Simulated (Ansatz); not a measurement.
# Fe: single point with PBE

The system is Fe.

```
Fe
1.0
     2.43416    0.00000    0.00000
    -1.21708    2.10804    0.00000
     0.00000    0.00000    3.84193
Fe
2
Direct
  0.66667 0.33333 0.75000
  0.33333 0.66667 0.25000
```

This isn't the form of Fe at room conditions, which is bcc.

```json
{"Program": "Ansatz 0.2.0", "Task": "single point", "Functional": "PBE", "Potentials or basis": "Ansatz PAW", "Cutoff": "420 eV (not typed: the program's choice for these potentials)", "k mesh": "12 × 12 × 7", "Occupations": "fermi-dirac, width 0.05 eV", "Spin": "collinear spin, ferromagnetic start", "Starting moments": "[4.5, 4.5] μB"}
```

```
Pressure               : 10.7 GPa
Band gap on the k mesh : none (metal or under the smearing width)
Net moment             : 0.00 μB per cell
Absolute moment        : 0.00 μB per cell
```

Stress tensor (GPa, compression positive):
```
 9.93  0.00  0.00
 0.00  9.93  0.00
 0.00  0.00 12.13
```

Levels at points of the mesh, in eV from the Fermi level:
Spin up:
| k point | band 12 | band 13 | band 14 | band 15 | band 16 | band 17 | band 18 | band 19 | band 20 | band 21 |
| --- | --- | --- | --- | --- | --- | --- | --- | --- | --- | --- |
| (0.00, 0.00, 0.00) | -1.77 | -1.62 | -1.27 | -1.27 | -0.92 | -0.92 | 0.45 | 0.74 | 0.74 | 9.08 |
| (0.00, -0.50, 0.00) | -2.22 | -2.10 | -1.63 | -1.14 | 0.85 | 1.09 | 1.14 | 2.76 | 4.96 | 11.49 |
Spin down:
```
            k point  band 13  band 14  band 15  band 16  band 17  band 18  band 19  band 20
 (0.00, 0.00, 0.00)    -1.62    -1.27    -1.27    -0.92    -0.92     0.45     0.74     0.74
(0.00, -0.50, 0.00)    -2.10    -1.63    -1.14     0.85     1.09     1.14     2.76     4.96
```

Wall time 5 s on 2 threads of Arm Neoverse V1 (shared host), peak memory 0.34 GiB.

Caveat: the starting moments collapsed, and a magnetic state may lie lower; the starting moments weren't kept.
